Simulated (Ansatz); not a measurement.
**Al2Au: distorted cells**

The calculation used DFT PBE, scalar-relativistic, plane waves, PAW in Ansatz.

Cutoff 420 eV; k points 12×12×12 on the computed 3-atom cell (Γ-centred); Gaussian smearing, width 0.10 eV; no spin polarisation.

Reference cell:

```
CELL_PARAMETERS angstrom
0.00000 3.00000 3.00000
3.00000 0.00000 3.00000
3.00000 3.00000 0.00000
ATOMIC_POSITIONS crystal
Al 0.25000 0.25000 0.25000
Al 0.75000 0.75000 0.75000
Au 0.00000 0.00000 0.00000
```

Each variant moves atoms of this cell by the vectors given, if any (Å), and then applies a symmetric strain (tensor components, Cartesian axes). The reference cell isn't relaxed at this level. Energies are per atom at zero smearing, counted from the lowest variant. Pressure is positive in compression.

1. strain (xx yy zz yz xz xy, %) -1.91 -1.91 -1.91 6.00 -6.00 6.00; moves: Al1 (0.042, -0.042, 0.042); Al2 (-0.042, 0.042, -0.042)
2. strain (xx yy zz yz xz xy, %) -1.08 -4.08 -1.08 0.00 0.00 0.00; moves: Al1 (0.000, -0.021, 0.000); Al2 (0.000, -0.021, 0.000); Au3 (0.000, 0.042, 0.000)
3. strain (xx yy zz yz xz xy, %) 1.10 1.10 1.10 0.00 0.00 0.00
4. strain (xx yy zz yz xz xy, %) -3.48 -3.48 -3.48 0.00 0.00 0.00
5. strain (xx yy zz yz xz xy, %) -0.52 -0.52 -0.52 0.00 0.00 0.00
6. strain (xx yy zz yz xz xy, %) 4.71 4.71 4.71 -1.00 -1.00 -1.00; moves: Al1 (-0.106, -0.106, -0.106); Al2 (0.106, 0.106, 0.106)

(1) Order the variants by energy, lowest first.

(2) Order them by pressure, highest first.

Spin–orbit coupling is left out, which can shift energies with elements as heavy as these.

Results:

(1) 3 (0.0 meV/atom), 5 (13.3 meV/atom), 2 (66.3 meV/atom), 4 (128.3 meV/atom), 6 (145.4 meV/atom), 1 (605.0 meV/atom).

(2) 1 (25.49 GPa), 4 (19.76 GPa), 2 (12.45 GPa), 5 (5.37 GPa), 3 (-0.27 GPa), 6 (-5.78 GPa).